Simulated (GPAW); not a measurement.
## How the form of the self-energy moves the gap of AlAs (F-43m)

How much does the gap of AlAs (F-43m) depend on the approximation to the self-energy?

Main program and level: GPAW 26.7.0; PBE and many-body steps on it, plane waves.

**The experiments to reproduce.**

- Gap 3.018 eV: lowest direct gap at Gamma; earlier measurement quoted from literature, technique not stated; 300 K; bulk crystal (pure AlAs, literature value used as model input) (quoted in “Simultaneous Measurement of Mid-Infrared Refractive Indices in Thin-Film Heterostructures: Methodology and Results for GaAs/AlGaAs”, 2023, arxiv:2301.08293).

This is a report of a sequence of runs, with most program output left out.

## Step 1: The starting structure

It takes space group F-43m (No. 216, cubic). The conventional cell has a = 5.661 Å, b = 5.661 Å, c = 5.661 Å, α = 90.00°, β = 90.00°, γ = 90.00°. Nearest to Al lie 4 As at 2.45 Å. Nearest to As lie 4 Al at 2.45 Å. Farther neighbours are not listed.

As a file:

```xyz
2
Lattice="0.0000 2.8304 2.8304 2.8304 0.0000 2.8304 2.8304 2.8304 0.0000" Properties=species:S:1:pos:R:3 pbc="T T T"
Al    0.0000    0.0000    0.0000
As    1.4152    1.4152    1.4152
```

The cell and positions come from the Crystallography Open Database and are kept as given unless a step says otherwise.

## Step 2: Empty states on the mesh, 6×6×6 mesh, 248 bands

This step: GPAW 26.7.0; DFT, PBE, plane waves, PAW.

The sums over transitions need many empty states on a uniform mesh; this step solves for them.

Contents of run.py:

```python
import json
import numpy as np
from gpaw.mpi import world
from gpaw import GPAW

calc = GPAW('gs.gpw').fixed_density(kpts={'size': (6, 6, 6), 'gamma': True},
    parallel={'domain': 1, 'band': 1},
    txt='nscf.txt')
calc.diagonalize_full_hamiltonian(nbands=248)
calc.write('full.gpw', mode='all')
res = {}
kpts = calc.get_ibz_k_points()
res['kpts'] = kpts
res['eigenvalues'] = [calc.get_eigenvalues(kpt=k) for k in range(len(kpts))]
res['n_electrons'] = calc.get_number_of_electrons()

if world.rank == 0:
    with open('result.json', 'w') as f:
        json.dump(res, f, default=lambda x: x.tolist())
```

Launch:

```console
$ mpirun -n 8 gpaw python run.py
```

Elapsed: 4.5 s, on 8 MPI ranks of Intel Xeon 6975P-C (Granite Rapids), shared host; peak memory 1.9 GiB; 33 s of CPU time.

Numbers from this step:

| Quantity | Value |
| --- | --- |
| gap | 1.432 eV |
| k of the valence top | 0, 0, 0 |
| k of the conduction bottom | 0.5, 0.5, 0 |
| least direct gap | 2.064 eV |
| k points computed | 16 |
| lowest point of the top converged band, above the valence top | 160.9819 eV |

On this mesh the gap is 1.432 eV.

## Step 3: G0W0, Godby-Needs plasmon pole

G0W0 replaces the xc potential by the self-energy, built once from these orbitals. Only a window of levels is corrected, while the sums run over the empty bands that the input names.

This step: G0W0 with a vertex from the rALDA kernel on PBE, plane waves, PAW.

Contents of run.py:

```python
import json
import numpy as np
from gpaw.mpi import world
from gpaw.response.g0w0 import G0W0

gw = G0W0('full.gpw',
    filename='gw',
    kpts=[0, 12],
    bands=(2, 6),
    ecut=175,
    nbands=238,
    integrate_gamma='WS',
    ppa=True,
    xc='rALDA',
    fxc_mode=None,
    fxc_modes=['GWP', 'GWS', 'GWG'],
    do_GW_too=True)
gw.calculate()
res = {mode: {k: v for k, v in r.items() if k != 'sigma_eskwn'}
       for mode, r in gw.all_results.items()}

if world.rank == 0:
    with open('result.json', 'w') as f:
        json.dump(res, f, default=lambda x: x.tolist())
```

Launch:

```console
$ mpirun -n 8 gpaw python run.py
```

Wall time 12 min (8 MPI ranks); peak memory 5.3 GiB.

Numbers from this step:

- gap with the vertex in the polarisability: 1.944 eV
- gap with the vertex in the self-energy: 2.170 eV
- gap with the vertex in both: 2.090 eV
- G0W0 gap on the points computed: 2.037 eV
- least direct G0W0 gap on the computed points: 3.100 eV
- Z at the valence top: 0.7827
- Z at the conduction bottom: 0.8002
- starting gap on the mesh: 1.432 eV
- k of the valence top: 0, 0, 0
- k of the conduction bottom: 0.5, 0.5, 0

The gap on the mesh goes from 1.43 eV to 2.04 eV, a correction of +0.60 eV.

## Step 4: G0W0 with rALDA vertex

run.py, as its differences from that of step 3:

```diff
@@ -9,4 +9,4 @@
     bands=(2, 6),
-    ecut=175,
-    nbands=238,
+    ecut=105,
+    nbands=110,
     integrate_gamma='WS',
@@ -14,5 +14,3 @@
     xc='rALDA',
-    fxc_mode=None,
-    fxc_modes=['GWP', 'GWS', 'GWG'],
-    do_GW_too=True)
+    fxc_mode='GWG')
 gw.calculate()
```

Launch:

```console
$ mpirun -n 8 gpaw python run.py
```

Run time: 99 s. Hardware: 8 MPI ranks; peak memory 3.5 GiB; 11 min of CPU time.

This step gave:

```
quasiparticle gap on the points computed              : 2.065 eV
least direct quasiparticle gap on the computed points : 3.072 eV
Z at the valence top                                  : 0.7908
Z at the conduction bottom                            : 0.8125
starting gap on the mesh                              : 1.432 eV
k of the valence top                                  : 0, 0, 0
k of the conduction bottom                            : 0.5, 0.5, 0
```

Against G0W0 in GPAW (6×6×6 mesh, 238 bands, screening to 175 eV, Godby-Needs plasmon pole), the gap moves by +0.028 eV.

## Step 5: The runs together

Times are wall times on 8 MPI ranks of Intel Xeon 6975P-C (Granite Rapids), shared host, good to a factor of about two.

```csv
run,mesh,bands,screening cutoff (eV),DFT gap (eV),gap on the mesh (eV),direct (eV),time
"G0W0, Godby-Needs plasmon pole",6×6×6,238,175,1.432,2.037,3.100,12 min
G0W0 with rALDA vertex,6×6×6,110,105,1.432,2.065,3.072,99 s
```

## Step 6: Outcome

```
G0W0, Godby-Needs plasmon pole : 2.037 eV
G0W0 with rALDA vertex         : 2.065 eV
known limits                   : not at the basis limit; no spin-orbit coupling
```

G0W0 with rALDA vertex: +0.028 eV against G0W0, Godby-Needs plasmon pole, at other bands or cutoff, so not like for like. With the rALDA kernel as a vertex the gap is 1.94 eV (in the polarisability), 2.17 eV (in the self-energy) and 2.09 eV (in both), against 2.04 eV without. Against experiment, by G0W0, Godby-Needs plasmon pole: the direct gap of 3.10 eV lies +0.08 eV from the measured 3.018 eV (direct, 300 K, quoted 2023). An exciton line or allowed optical edge lies below the quasiparticle gap by the binding energy; a forbidden edge can push the onset above it. These are gaps on the mesh, at modest bands and cutoff. The calculation has static nuclei and no excitons; a measured gap holds zero-point and thermal motion, which mostly lowers it. Bands and cutoff are finite, so the gap is not at the basis limit. The miss can reach some tenths of an eV and take either sign; the mesh is an error of its own. These stock PAW sets were not made for GW; the filled d or f shell of As lies in the frozen core, which bears on start and correction. In the G0W0 runs levels were corrected at 2 k points alone, so a gap called «on the mesh» is the least over those, and an edge elsewhere would be missed. The many-body steps are scalar-relativistic: spin-orbit coupling is not in them.

[Paths, hosts, dates, memory and timing lines, banners, echoed tables and standing remarks are left out of the program output.]

[Logs are printed without paths, hosts, clocks, repeated set-up lines and the standing remarks that a program may print on its own settings, such as how far it seeks lower states.]

[Runs of the session that timed out or met a known fault of the program may be left out.]

[Hosts, paths, dates, database ids (printed as entryN), source tags and the programs' standing remarks are cut or masked in the printed files.]
